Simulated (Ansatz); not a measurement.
# K (hcp type): the cost of one run

Method: DFT PBE, with the methods named in each step, in Ansatz 0.2.0.

### 1 Starting point

The structure is hexagonal, space group P6_3/mmc (No. 194). The conventional cell has a = 4.720 Å, b = 4.720 Å, c = 7.646 Å, α = 90.00°, β = 90.00°, γ = 120.00°.

As a file:

```
K
1.0
     4.71954    0.00000    0.00000
    -2.35977    4.08724    0.00000
     0.00000    0.00000    7.64566
K
2
Direct
  0.33333 0.66667 0.25000
  0.66667 0.33333 0.75000
```

Whether this phase is the stable one at these pressures isn't tested.

Atoms are numbered in the order of the input: K1, K2.

### 2 Cell relaxed at zero pressure, PAW

Input file input.yaml:

```yaml
crystal:
  lattice:
    - [4.7195408977, 0.0, 0.0]
    - [-2.3597704489, 4.0872423116, 0.0]
    - [0.0, 0.0, 7.6456562543]
  atoms:
    - { symbol: K, position: [0.3333333333, 0.6666666667, 0.25] }
    - { symbol: K, position: [0.6666666667, 0.3333333333, 0.75] }
kpoints:
  mp_grid: { grid: [10, 10, 6] }
scf:
  occupations: { method: fermi_dirac, width: 0.08 }
hamiltonian:
  xc: pbe
  pseudopotentials: { kind: paw }
output:
  forces: true
  stress: true
relax:
  f_tol: 0.005
  max_steps: 40
  cell: {}
```

Started as:

```sh
$ ansatz run input.yaml --threads 1 --pin off --max-ram 2048MiB --backend cpu --events-out ev --progress --plain --runs-dir out
```

Q: Estimate wall time and peak memory on 1 thread of Arm Neoverse V1, shared host.

About 12 s, with a peak of 0.4 GiB.
